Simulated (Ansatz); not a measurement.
HfO2: Field gradients at the nuclei

The cell is a COD entry, its atoms then relaxed with PBE in this cell.

Space group P2_1/c (No. 14); a = 5.1180, b = 5.1857, c = 5.2841 Å, β = 99.35°.

```
site  Wyckoff  site symmetry       x       y       z
  Hf       4e              1  0.2767  0.0419  0.2081
  O5       4e              1  0.4466  0.7584  0.4803
  O9       4e              1  0.0726  0.3392  0.3389
```

One atom of each set is listed.

Computed with Ansatz: DFT, PBE, plane waves and PAW, with spin–orbit coupling, 420 eV cutoff, Γ-centred 5×5×5 k-points, Fermi–Dirac smearing 0.02 eV.

Conventions: |V_zz| ≥ |V_yy| ≥ |V_xx|, η = (V_xx − V_yy)/V_zz, C_Q = eQV_zz/h.

179Hf: I = 9/2, Q = 3793 mb; ¹⁷O: I = 5/2, Q = -25.58 mb. Quadrupole moments are those of Pyykkö's year-2017 table.

```csv
site,atoms,first shell,"V_xx, V_yy, V_zz (10²¹ V/m²)",η,C_Q (MHz)
Hf,4,7 O at 2.04–2.24 Å,"-5.41, -7.41, 12.82",0.16,1176
O5,4,4 Hf at 2.14–2.24 Å,"0.001, 1.07, -1.07",1.00,0.660
O9,4,3 Hf at 2.04–2.15 Å,"0.086, 1.26, -1.35",0.87,0.833
```

At this cell the principal stresses reach 5 GPa in size with PBE, which can matter for small gradients. Where η is near 1 the sign of V_zz means little.
